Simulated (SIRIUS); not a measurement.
Here is a SIRIUS 7.10.0 calculation.

The input sirius.json:

```json
{
  "control": {
    "processing_unit": "cpu",
    "verbosity": 2,
    "num_bands_to_print": 16,
    "print_forces": true,
    "print_stress": true
  },
  "parameters": {
    "electronic_structure_method": "pseudopotential",
    "xc_functionals": ["XC_GGA_X_PBE", "XC_GGA_C_PBE"],
    "gk_cutoff": 9.2,
    "pw_cutoff": 18.4,
    "ngridk": [10, 10, 10],
    "shiftk": [0, 0, 0],
    "smearing": "fermi_dirac",
    "smearing_width": 0.0018374661,
    "num_bands": 16,
    "num_mag_dims": 0,
    "num_dft_iter": 100,
    "energy_tol": 1e-08,
    "density_tol": 1e-06
  },
  "iterative_solver": {
    "type": "davidson",
    "min_tolerance": 1e-10
  },
  "mixer": {
    "type": "anderson",
    "beta": 0.7,
    "max_history": 8
  },
  "settings": {
    "tol_ne": 1e-10
  },
  "unit_cell": {
    "lattice_vectors": [
      [0.0, 0.707106781187, 0.707106781187],
      [0.707106781187, 0.0, 0.707106781187],
      [0.707106781187, 0.707106781187, 0.0]
    ],
    "lattice_vectors_scale": 5.9097083415,
    "atom_coordinate_units": "lattice",
    "atom_types": ["Ta", "N"],
    "atom_files": {
      "N": "N.json",
      "Ta": "Ta.json"
    },
    "atoms": {
      "Ta": [
        [0.513526, 0.484213, 0.528979]
      ],
      "N": [
        [-0.012902, -0.014702, 0.015695]
      ]
    }
  }
}
```

Potentials or basis: PseudoDojo 0.4.1 PBE standard (scalar relativistic).

The run is started by

```sh
$ upf_to_json N.upf
$ upf_to_json Ta.upf
$ OMP_NUM_THREADS=1 sirius.scf --input=sirius.json --output=out.json --task=0
```

Task: What does it give for the band gap on the k mesh?

Result: None (metal or under the smearing width).

Task: Estimate the pressure.

Result: 0.1 GPa.

Task: What does it give for the largest force?

Result: 0.814 eV/Å.

Stress tensor (GPa, compression positive):
```
-1.00 -0.17 -0.07
-0.17  1.52 -0.30
-0.07 -0.30 -0.10
```

The run has no spin-orbit coupling, so splittings on Ta are missing.
